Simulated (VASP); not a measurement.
# MgO (P6_3mc) in VASP: further runs

The runs below take MgO through single point, with r2SCAN, PBE.

All numbers are computed with VASP 6.6.1; they aren't measurements. Logs are shortened: lines on timing, memory, paths and dates and some standing lists are left out, and cuts for length are marked.

## 1. The crystal as given

Symmetry: P6_3mc, No. 186, hexagonal system. Conventional cell: a = 3.308 Å, b = 3.308 Å, c = 4.983 Å, α = 90.00°, β = 90.00°, γ = 120.00°. Mg (site symmetry 3m) is surrounded by 4 O at 1.97 to 1.99 Å. O (site symmetry 3m) has 4 Mg at 1.97 to 1.99 Å as nearest neighbours.

Measurements of this composition are mostly on another form, of space group No. 225.

## 2. Single point, r2SCAN

INCAR

```
SYSTEM = MgO
  PREC = Accurate
  ENCUT = 700
  EDIFF = 1E-6
  ISMEAR = 0
  SIGMA = 0.05
  LREAL = .False.
  LASPH = .True.
  NELM = 100
  ALGO = Normal
  ISIF = 2
  LWAVE = .False.
  LCHARG = .False.
  METAGGA = R2SCAN
  LMIXTAU = .True.
  NBANDS = 16
  ADDGRID = .False.
```

KPOINTS

```
Automatic mesh
0
Gamma
  7 7 4
  0 0 0
```

POSCAR

```
MgO
1.0
    3.3077869865      0.0000000000      0.0000000000
   -1.6538934933      2.8646275606      0.0000000000
    0.0000000000      0.0000000000      4.9828816700
Mg O
2 2
Direct
    0.6666666667      0.3333333333      0.5021597400
    0.3333333333      0.6666666667      0.0021597400
    0.6666666667      0.3333333333      0.9024402600
    0.3333333333      0.6666666667      0.4024402600
```

Potentials or basis: VASP PAW PBE potentials, release 64 (Mg, O_h).

The run is started by

```
$ cat potpaw_PBE.64/Mg/POTCAR potpaw_PBE.64/O_h/POTCAR > POTCAR
$ mpirun -np 1 vasp_std > vasp.out
```

OUTCAR:

```text
SYSTEM = MgO
   PREC = Accurate
   ENCUT = 700
   EDIFF = 1E-6
   ISMEAR = 0
   LREAL = .False.
   LASPH = .True.
   NELM = 100
   ISIF = 2
   METAGGA = R2SCAN

 Found     24 irreducible k-points:

 Following reciprocal coordinates:
            Coordinates               Weight
  0.000000  0.000000  0.000000      1.000000
  0.142857  0.000000  0.000000      6.000000
  0.285714  0.000000  0.000000      6.000000
  0.428571  0.000000  0.000000      6.000000
  0.142857  0.142857  0.000000      6.000000
  0.285714  0.142857  0.000000     12.000000
   k-points           NKPTS =     24   k-points in BZ     NKDIM =     24   number of bands    NBANDS=     16
   number of dos      NEDOS =    301   number of ions     NIONS =      4
   total plane-waves  NPLWV =  43200
   dimension x,y,z NGX =    30 NGY =   30 NGZ =   48
   dimension x,y,z NGXF=    60 NGYF=   60 NGZF=   96
   ions per type =               2   2
   NGX,Y,Z   is equivalent  to a cutoff of  15.08, 15.08, 16.01 a.u.
   NGXF,Y,Z  is equivalent  to a cutoff of  30.16, 30.16, 32.03 a.u.
 SYSTEM =  MgO
   PREC   = accura    normal or accurate (medium, high low for compatibility)
   ISTART =      0    job   : 0-new  1-cont  2-samecut
   ICHARG =      2    charge: 1-file 2-atom 10-const
   ISPIN  =      1    spin polarized calculation?
   LNONCOLLINEAR =      F non collinear calculations
   LSORBIT =      F    spin-orbit coupling
   LASPH  =      T    aspherical Exc in radial PAW
   ENCUT  =  700.0 eV  51.45 Ry    7.17 a.u.   7.14  7.14 10.75*2*pi/ulx,y,z
   NELM   =    100;   NELMIN=  2; NELMDL= -5     # of ELM steps
   EDIFF  = 0.1E-05   stopping-criterion for ELM
   LREAL  =      F    real-space projection
   EDIFFG = 0.1E-04   stopping-criterion for IOM
   NSW    =      0    number of steps for IOM
   IBRION =     -1    ionic relax: 0-MD 1-quasi-New 2-CG
   NFREE  =      0    steps in history (QN), initial steepest desc. (CG)
   ISIF   =      2    stress and relaxation
   ISYM   =      2    0-nonsym 1-usesym 2-fastsym
   POTIM  = 0.5000    time-step for ionic-motion
   TEBEG  =    0.0;   TEEND  =   0.0 temperature during run
   PSTRESS=    0.0 pullay stress
   NELECT =      16.0000    total number of electrons
   NUPDOWN=      -1.0000    fix difference up-down
   EMIN   =  10.00;   EMAX   =-10.00  energy-range for DOS
   EFERMI =   0.00;   METHOD = LEGACY
   ISMEAR =     0;   SIGMA  =   0.05  broadening in eV -4-tet -1-fermi 0-gaus
   EFERMI_NEDOS =   21; number of points for ismear=-14 and -15
   IALGO  =     38    algorithm
   IMIX   =      4    mixing-type and parameters
     AMIX     =   0.40;   BMIX     =  1.00
     AMIX_MAG =   1.60;   BMIX_MAG =  1.00
  volume/ion in A,a.u.               =      11.80        79.66
  Fermi-wavevector in a.u.,A,eV,Ry     =   1.141351  2.156842 17.724080  1.302683
  Thomas-Fermi vector in A             =   2.278052
   LORBIT       =      0    0 simple, 1 ext, 2 COOP (PROOUT), +10 PAW based schemes
   METAGGA = R2SCAN    functional components
   LHFCALC =     F    Hartree Fock is set to
   AEXX    =    0.0000 exact exchange contribution
   IVDW    =     0    specifies the selected vdW correction
   LEPSILON=     F    determine dielectric tensor
   LRPA    =     F    only Hartree local field effects (RPA)
 non-spin polarized calculation
 Gauss-broadening in eV      SIGMA  =   0.05
  energy-cutoff  :      700.00
  volume of cell :       47.22
 maximum number of plane-waves:      2014
 NGX is ok and might be reduce to    30
   NGX = 15   NGY = 15   NGZ = 21

 number of electron      15.9999996 magnetization

 Free energy of the ion-electron system (eV)
  ---------------------------------------------------
  ext. energy  EPLUGINS =         0.00000000
  ---------------------------------------------------
  free energy    TOTEN  =       -31.84508453 eV

  energy without entropy =      -31.84508453  energy(sigma->0) =      -31.84508453

 E-fermi :   1.3060     XC(G=0): -10.2027

 val. band max:        1.0643358964   @ k =   0.0000   0.0000   0.0000
 cond. band min:       5.1789038316   @ k =   0.0000   0.0000   0.0000
 fundamental gap:      4.1145679353
 Fermi energy:         1.3059870836

 k-point     1 :       0.0000    0.0000    0.0000
  band No.  band energies     occupation
      1     -16.1921      2.00000
      2     -15.4113      2.00000
      3      -2.2169      2.00000
      4       0.2659      2.00000
      5       0.2659      2.00000
      6       0.6071      2.00000
[... 8 lines left out ...]
     15      18.6039      0.00000
     16      18.6039      0.00000

 k-point     2 :       0.1429    0.0000    0.0000
  band No.  band energies     occupation
      1     -16.0961      2.00000
      2     -15.3811      2.00000
      3      -2.0227      2.00000
      4      -0.2201      2.00000
      5       0.1003      2.00000
      6       0.1350      2.00000
[... 8 lines left out ...]
     15      17.9249      0.00000
     16      18.1459      0.00000

 k-point     3 :       0.2857    0.0000    0.0000
  band No.  band energies     occupation
      1     -15.8583      2.00000
      2     -15.3279      2.00000
      3      -1.5108      2.00000
      4      -1.2461      2.00000
      5      -0.5925      2.00000
      6      -0.0947      2.00000
[... 8 lines left out ...]
     15      16.8022      0.00000
     16      17.5272      0.00000

 k-point     4 :       0.4286    0.0000    0.0000
  band No.  band energies     occupation
      1     -15.6199      2.00000
      2     -15.3248      2.00000
      3      -1.9493      2.00000
      4      -1.0790      2.00000
      5      -0.8366      2.00000
      6      -0.2504      2.00000
[... 8 lines left out ...]
     15      16.3592      0.00000
     16      18.0468      0.00000

 k-point     5 :       0.1429    0.1429    0.0000
  band No.  band energies     occupation
      1     -15.9288      2.00000
      2     -15.3394      2.00000
      3      -1.6648      2.00000
      4      -0.8635      2.00000
      5      -0.5746      2.00000
      6       0.0914      2.00000
[... 8 lines left out ...]
     15      16.6759      0.00000
     16      17.8212      0.00000

 k-point     6 :       0.2857    0.1429    0.0000
  band No.  band energies     occupation
      1     -15.6838      2.00000
      2     -15.3162      2.00000
      3      -1.6305      2.00000
      4      -1.1051      2.00000
      5      -0.8812      2.00000
      6      -0.2886      2.00000
[... 8 lines left out ...]
     15      16.2870      0.00000
     16      18.0334      0.00000

 [... further k-points ...]

------------------------ aborting loop because EDIFF is reached ----------------------------------------

  FORCE on cell =-STRESS in cart. coord.  units (eV):
  Direction    XX          YY          ZZ          XY          YZ          ZX
  --------------------------------------------------------------------------------------
  -------------------------------------------------------------------------------------
  Total       -2.9107969     -2.9107969     -2.7909868      0.0000000      0.0000000      0.0000000
  in kB      -98.7725379    -98.7725378    -94.7070035      0.0000000      0.0000000      0.0000000
  external PRESSURE =     -97.4173597 kB  Pullay stress =       0.0000000 kB

 VOLUME and BASIS-vectors are now :
 -----------------------------------------------------------------------------
  energy-cutoff  :      700.00
  volume of cell :       47.22
      direct lattice vectors                 reciprocal lattice vectors
     3.307786987  0.000000000  0.000000000     0.302316928  0.174542760  0.000000000
    -1.653893493  2.864627561  0.000000000     0.000000000  0.349085519  0.000000000
     0.000000000  0.000000000  4.982881670     0.000000000  0.000000000  0.200687086

 POSITION                                       TOTAL-FORCE (eV/Angst)
 -----------------------------------------------------------------------------------
      1.65389      0.95488      2.50220         0.000000     -0.000000      0.030862
     -0.00000      1.90975      0.01076        -0.000000      0.000000      0.030862
      1.65389      0.95488      4.49675         0.000000     -0.000000     -0.030862
     -0.00000      1.90975      2.00531        -0.000000      0.000000     -0.030862
 -----------------------------------------------------------------------------------
    total drift:                                0.000000      0.000001      0.007411

  FREE ENERGIE OF THE ION-ELECTRON SYSTEM (eV)
  ---------------------------------------------------
  free  energy   TOTEN  =       -31.8450845334 eV

  energy  without entropy=      -31.8450845334  energy(sigma->0) =      -31.84508453
```

Wall time 3.3 min (1 thread of AMD EPYC 7R43 (Zen 3), shared host); peak memory 0.18 GiB.

The run converged, but a check on its numbers failed (symmetry, net force, bounds or a known fault of this set-up), so they aren't taken as properties of the crystal.

Caveat: the cutoff lies under the usual one of these potentials, so the numbers hold a large basis-set error; the PAW data sets were made with another functional, which shifts forces and pressure a little.

## 3. Single point, PBE (supercell [3, 3, 2], atoms moved at random, drawn with an rms of 0.05 Å)

INCAR

```
SYSTEM = MgO
ALGO = Normal ; EDIFF = 1E-5
ENCUT = 520 ; GGA = PE
ISIF = 2 ; ISMEAR = 0
LASPH = .TRUE. ; LCHARG = .FALSE.
LREAL = Auto ; LUSENCCL = .FALSE.
LWAVE = .FALSE. ; NELM = 80
NSIM = 16 ; PREC = Accurate
SIGMA = 0.05
```

KPOINTS

```
k-points
0
G
  1 1 1
  0 0 0
```

POSCAR

```
MgO
1.0
    9.9233609595      0.0000000000      0.0000000000
   -4.9616804799      8.5938826818      0.0000000000
    0.0000000000      0.0000000000      9.9657633400
Mg O
36 36
Direct
    0.2247010000      0.1139790000      0.2520750000
    0.2198630000      0.1142720000      0.7524240000
    0.2216130000      0.4464730000      0.2521770000
    0.2231610000      0.4445440000      0.7527260000
    0.2197110000      0.7772090000      0.2496290000
    0.2241020000      0.7779160000      0.7501990000
    0.5527430000      0.1102130000      0.2511040000
    0.5569810000      0.1156290000      0.7541100000
    0.5440620000      0.4378500000      0.2505540000
    0.5546520000      0.4451900000      0.7517340000
    0.5600170000      0.7738960000      0.2499430000
    0.5628600000      0.7800350000      0.7530760000
    0.8844580000      0.1053580000      0.2515840000
    0.8870760000      0.1068270000      0.7490230000
    0.8870220000      0.4411460000      0.2507840000
    0.8892400000      0.4445690000      0.7495560000
    0.8922390000      0.7808890000      0.2520460000
    0.8876920000      0.7803320000      0.7495700000
    0.1118980000      0.2184810000      0.0038330000
    0.1088710000      0.2178630000      0.5001350000
    0.1117510000      0.5565080000     -0.0018770000
    0.1081120000      0.5562520000      0.4996750000
    0.1131490000      0.8915400000     -0.0038830000
    0.1140180000      0.8931640000      0.5001840000
    0.4433060000      0.2248480000      0.0018430000
    0.4465500000      0.2210170000      0.4966190000
    0.4433340000      0.5539990000      0.0034140000
    0.4421830000      0.5498620000      0.4974820000
    0.4483030000      0.8912620000     -0.0008470000
    0.4452190000      0.8904440000      0.5024900000
    0.7808740000      0.2231180000      0.0007940000
    0.7788380000      0.2259080000      0.4943040000
    0.7774160000      0.5556710000     -0.0032110000
    0.7776470000      0.5532820000      0.5036760000
    0.7785660000      0.8912250000      0.0047490000
    0.7774070000      0.8858320000      0.4965210000
    0.2273290000      0.1107230000      0.4491470000
    0.2223240000      0.1104430000      0.9537850000
    0.2223490000      0.4444920000      0.4490690000
    0.2218370000      0.4408350000      0.9532250000
    0.2241680000      0.7724550000      0.4437960000
    0.2285340000      0.7866720000      0.9482070000
    0.5528020000      0.1131670000      0.4486890000
    0.5534180000      0.1098960000      0.9528220000
    0.5548150000      0.4454140000      0.4506890000
    0.5524440000      0.4433280000      0.9483590000
    0.5536140000      0.7738550000      0.4479300000
    0.5598670000      0.7775920000      0.9510580000
    0.8897010000      0.1096420000      0.4505320000
    0.8906670000      0.1120970000      0.9477300000
    0.8903780000      0.4423830000      0.4480410000
    0.8854850000      0.4430810000      0.9561190000
    0.8856140000      0.7783370000      0.4447850000
    0.8904540000      0.7809180000      0.9505080000
    0.1096130000      0.2230300000      0.2033280000
    0.1165600000      0.2291080000      0.7018500000
    0.1091000000      0.5551160000      0.2010020000
    0.1113870000      0.5554510000      0.7017440000
    0.1075080000      0.8917850000      0.1994900000
    0.1086780000      0.8911150000      0.7051860000
    0.4462160000      0.2227850000      0.1984140000
    0.4546620000      0.2252950000      0.6977910000
    0.4422390000      0.5558590000      0.1965400000
    0.4441530000      0.5539530000      0.7049120000
    0.4426210000      0.8794240000      0.2013460000
    0.4414910000      0.8927620000      0.7017260000
    0.7775770000      0.2185040000      0.2067240000
    0.7820260000      0.2185050000      0.7023420000
    0.7757010000      0.5554730000      0.1974100000
    0.7817310000      0.5521720000      0.7003290000
    0.7781640000      0.8866280000      0.2005000000
    0.7758410000      0.8884230000      0.6976960000
```

Potentials or basis: VASP PAW PBE potentials, release 64 (Mg, O).

The run is started by

```
$ cat potpaw_PBE.64/Mg/POTCAR potpaw_PBE.64/O/POTCAR > POTCAR
$ mpirun -np 1 vasp_gam > vasp.out
```

Run time: 70 s. Hardware: 1 × NVIDIA H100 80GB with 1 thread of AMD EPYC 7R13 (Zen 3), shared host; peak memory 3.2 GiB.

The run converged, but some of its settings lie outside the range that counts as converged, so its numbers aren't taken as properties of the crystal.

What came out:

```yaml
Free_energy: -421.7707 eV
Pressure: 3.3 GPa
Largest_force: 1.348 eV/Å
Band_gap_on_the_k_mesh: 3.39 eV
```

Caveat: the k mesh is coarse (spacing up to 0.73 Å⁻¹), so the values aren't converged; an odd mesh through Γ misses points on the zone boundary, where band edges often lie; forces of over 1 eV/Å show positions far from the minimum, so gaps and moduli don't describe the material at rest.

[end of part 1 of 2]
